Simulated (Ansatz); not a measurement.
(001) slab cut from the bulk of ZrSi2, Cmcm (No. 63); the slab's formula is ZrSi2:

```
CELL_PARAMETERS angstrom
3.67426 0.00000 0.00000
-1.83713 7.28295 0.00000
0.00000 0.00000 25.97030
ATOMIC_POSITIONS crystal
Zr 0.89528 0.79057 0.28879
Si 0.55396 0.10792 0.28879
Si 0.25023 0.50046 0.28879
Zr 0.10472 0.20943 0.35919
Si 0.44604 0.89208 0.35919
Si 0.74977 0.49954 0.35919
Zr 0.89528 0.79057 0.42960
Si 0.55396 0.10792 0.42960
Si 0.25023 0.50046 0.42960
Zr 0.10472 0.20943 0.50000
Si 0.44604 0.89208 0.50000
Si 0.74977 0.49954 0.50000
Zr 0.89528 0.79057 0.57040
Si 0.55396 0.10792 0.57040
Si 0.25023 0.50046 0.57040
Zr 0.10472 0.20943 0.64081
Si 0.44604 0.89208 0.64081
Si 0.74977 0.49954 0.64081
Zr 0.89528 0.79057 0.71121
Si 0.55396 0.10792 0.71121
Si 0.25023 0.50046 0.71121
```

Method: DFT PBEsol, scalar-relativistic, plane waves, PAW (Ansatz). Cutoff 420 eV; k points 10×5×1 on the computed 21-atom cell (Γ-centred); Gaussian smearing, width 0.10 eV; no spin polarisation. The cell repeats along c with a dipole correction in the vacuum.

Task: What forces act on the atoms?

Result:
```csv
atom,Fx (eV/Å),Fy (eV/Å),Fz (eV/Å)
Zr1,-0.003,0.757,0.720
Si2,0.000,-1.024,-0.740
Si3,0.000,0.101,0.584
Zr4,-0.002,-0.315,0.240
Si5,0.003,0.064,-0.563
Si6,0.005,0.252,-0.745
Zr7,-0.002,0.279,0.225
Si8,0.004,-0.070,-0.036
Si9,-0.003,0.017,0.007
Zr10,-0.007,-0.241,0.000
Si11,0.003,0.024,0.000
Si12,0.001,0.097,0.000
Zr13,-0.002,0.279,-0.225
Si14,0.004,-0.070,0.036
Si15,-0.003,0.017,-0.007
Zr16,-0.002,-0.315,-0.240
Si17,0.003,0.064,0.563
Si18,0.005,0.252,0.745
Zr19,-0.003,0.757,-0.720
Si20,0.000,-1.024,0.740
Si21,0.000,0.101,-0.584
```

Cost: 1 run of about 3.3 core-minutes, on Intel Xeon Platinum 8488C (Sapphire Rapids) (shared hosts).